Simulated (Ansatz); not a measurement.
**KBr: an energy map of one atom**

Aim: for KBr, map the energy of atom 1 (K) over a plane.

The COD entry's cell or inner coordinates are ideal or old and differ from later refinements, so a difference from it is no clean test against experiment.

Method: DFT PBE, scalar-relativistic, plane waves, PAW, in Ansatz 0.2.0.

### Step 1. Starting point

The structure is cubic, space group Fm-3m (No. 225). The conventional cell has a = 6.585 Å, b = 6.585 Å, c = 6.585 Å, α = 90.00°, β = 90.00°, γ = 90.00°. K (site symmetry m-3m) has 6 Br at 3.29 Å as nearest neighbours. Br (site symmetry m-3m) is surrounded by 6 K at 3.29 Å.

Coordinates:

```
K Br
1.0
     0.00000    3.29250    3.29250
     3.29250    0.00000    3.29250
     3.29250    3.29250    0.00000
K Br
1 1
Direct
  0.00000 0.00000 0.00000
  0.50000 0.50000 0.50000
```

The cell is taken as given, not relaxed at this level.

### Step 2. The reference cell

Reference values: F = -4324.4942 eV; pressure 0.83 GPa; largest force 0.000 eV/Å; gap on the mesh 4.45 eV. It was computed beforehand with the settings of the runs below.

### Step 3. Next: an energy map of one atom

Atom 1 (K) is moved by p along (0.000, 1.000, 0.000) and q along (0.000, 0.000, 1.000) (Å), all else fixed; its images in the other cells move with it. Points alike by symmetry are run once.

### Step 4. At p = -0.300, q = -0.300

File input.yaml:

```yaml
crystal:
  lattice:
    - [0.0, 3.2925, 3.2925]
    - [3.2925, 0.0, 3.2925]
    - [3.2925, 3.2925, 0.0]
  atoms:
    - { symbol: K, position: [-0.0911161731, 0.0, 0.0] }
    - { symbol: Br, position: [0.5, 0.5, 0.5] }
basis:
  ecutwfc: 420
kpoints:
  mp_grid: { grid: [6, 6, 6] }
hamiltonian:
  xc: pbe
scf:
  occupations: { method: gaussian, width: 0.05 }
output:
  forces: true
  stress: true
  eigenvalues: true
```

Command:

```console
ansatz run input.yaml --threads 1 --pin off --max-ram 1228MiB --backend cpu --events-out ev --progress --plain --runs-dir out
```

### Step 5. Point p = -0.300, q = 0.000

Changes to input.yaml since step 4:

```diff
@@ -6,3 +6,3 @@
   atoms:
-    - { symbol: K, position: [-0.0911161731, 0.0, 0.0] }
+    - { symbol: K, position: [-0.0455580866, 0.0455580866, -0.0455580866] }
     - { symbol: Br, position: [0.5, 0.5, 0.5] }
```

### Step 6. Point p = -0.300, q = -0.150

Changes to input.yaml since step 5:

```diff
@@ -6,3 +6,3 @@
   atoms:
-    - { symbol: K, position: [-0.0455580866, 0.0455580866, -0.0455580866] }
+    - { symbol: K, position: [-0.0683371298, 0.0227790433, -0.0227790433] }
     - { symbol: Br, position: [0.5, 0.5, 0.5] }
@@ -20 +20,5 @@
   eigenvalues: true
+  write_density: true
+  write_potential: true
+  elf: true
+  volumetric_format: npy
```

### Step 7. Point p = -0.150, q = 0.000

File input.yaml:

```yaml
crystal:
  lattice:
    - [0.0, 3.2925, 3.2925]
    - [3.2925, 0.0, 3.2925]
    - [3.2925, 3.2925, 0.0]
  atoms:
    - { symbol: K, position: [-0.0227790433, 0.0227790433, -0.0227790433] }
    - { symbol: Br, position: [0.5, 0.5, 0.5] }
basis:
  ecutwfc: 420
kpoints:
  mp_grid: { grid: [6, 6, 6] }
hamiltonian:
  xc: pbe
scf:
  occupations: { method: gaussian, width: 0.05 }
output:
  forces: true
  stress: true
  eigenvalues: true
```

### Step 8. At p = -0.150, q = -0.150

Changes to input.yaml since step 7:

```diff
@@ -6,3 +6,3 @@
   atoms:
-    - { symbol: K, position: [-0.0227790433, 0.0227790433, -0.0227790433] }
+    - { symbol: K, position: [-0.0455580866, 0.0, 0.0] }
     - { symbol: Br, position: [0.5, 0.5, 0.5] }
```

(Steps that only read results are left out.)

Q: Predict the outcome of this session. Wanted: highest point; lowest point away from the origin.

The runs gave:

| quantity | value |
| --- | --- |
| highest point | 0.121 eV/cell at (p, q) = (-0.300, -0.300) |
| lowest point away from the origin | 0.015 eV/cell at (-0.150, 0.000) |

What this shows: The undisturbed cell is the lowest computed point. Read as harmonic, the points at ±0.150 Å give force constants of 1.31 eV/Å² along p and 1.31 eV/Å² along q, so the site is nearly isotropic in this plane. The gap on the mesh runs from 4.45 to 4.50 eV over the map.

The gaps are Kohn-Sham values of a semilocal functional, not quasiparticle or optical gaps. Such gaps usually fall short of the measured ones.
